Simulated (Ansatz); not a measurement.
## TiAl: changing the functional

```xyz
2
Lattice="2.8373 0.0000 0.0000 0.0000 2.8373 0.0000 0.0000 0.0000 4.0591" Properties=species:S:1:pos:R:3 pbc="T T T"
Ti    0.0000    0.0000    0.0000
Al    1.4186    1.4186    2.0295
```

Kept alike: task band structure; k mesh 9 × 9 × 7; occupations fermi-dirac, width 0.05 eV; no spin polarisation. Program: Ansatz, all-electron LAPW, scalar-relativistic. The mesh is that of the run's cell of 2 atoms. No spin-orbit coupling.

| run | pressure (GPa) |
| --- | --- |
| A | -3.92 |
| B | -7.31 |
| C | -0.69 |

Pressure is positive in compression. For a metal such a mesh leaves the last digits unconverged.

Task: The runs differ in the functional alone: LDA; PBE; PBEsol. Which run is which?

Result: Run A is PBEsol; run B is LDA; run C is PBE. The pressure runs from -7.31 (LDA) to -0.69 GPa (PBE). From PBE: LDA -6.62; PBEsol -3.23. A positive pressure means that the functional's own cell is larger than the one given, a negative one that it is smaller.

All three functionals would contract this TiAl cell, LDA most strongly and PBE only slightly, with PBEsol almost midway between them. The order is the usual one for a metallic solid and supports the assignment of the runs. LDA overbinds, so its equilibrium volume is the smallest. The gradient correction in PBE favours the more inhomogeneous density of a stretched lattice, which weakens the inward pull of the Ti d–Al p bonding and of the metallic sp electrons. PBEsol has a weaker gradient enhancement, chosen to suit slowly varying densities, and therefore recovers only part of that expansion.

The small residual pressure with PBE suggests that the given cell lies close to that functional's own equilibrium volume, which is not in itself a measure of accuracy against experiment. Because pressure averages the stress over the axes, these values leave open whether the functionals also differ in the preferred tetragonal c/a ratio.
